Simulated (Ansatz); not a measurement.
## Bi in Ansatz: the effect of functional

Bi:

```
CELL_PARAMETERS angstrom
2.28252 1.31781 3.96408
-2.28252 1.31781 3.96408
0.00000 -2.63562 3.96408
ATOMIC_POSITIONS crystal
Bi 0.76600 0.76600 0.76600
Bi 0.23400 0.23400 0.23400
```

The cell isn't the ideal one: volume scaled by 1.02.

Alike in all runs:

| Item | Value |
| --- | --- |
| Program | Ansatz 0.2.0 |
| Task | single point |
| Potentials or basis | Ansatz PAW |
| k mesh | 7 × 7 × 7 |
| Occupations | fermi-dirac, width 0.05 eV |
| Spin | no spin polarisation |

| functional | cutoff | gap on the mesh (eV) | pressure (GPa) | largest force (eV/Å) |
| --- | --- | --- | --- | --- |
| LDA | 420 eV (not typed: the program's choice for these potentials) | 0.26 | -2.4 | 0.04 |
| PBEsol | 420 eV (not typed: the program's choice for these potentials) | ? | ? | ? |
| r2SCAN | 500 eV (not typed: the program's choice for these potentials) | 0.28 | 0.2 | 0.07 |

Question: What does the run with functional PBEsol give?

Answer: gap on the mesh 0.25 eV; pressure -1.3 GPa; largest force 0.04 eV/Å.

Caveats: odd divisions of the mesh miss points on the zone boundary, where band edges often lie, so the gap on the mesh can be too wide; spin-orbit coupling is left out, which as a rule narrows the gap of such compounds by several tenths of an eV; the PAW data sets come from PBE, with cores solved anew for the run's functional, which leaves a small shift of forces and pressure.

A k mesh can miss the band edges.

Runs at the PBE level aren't shown here.
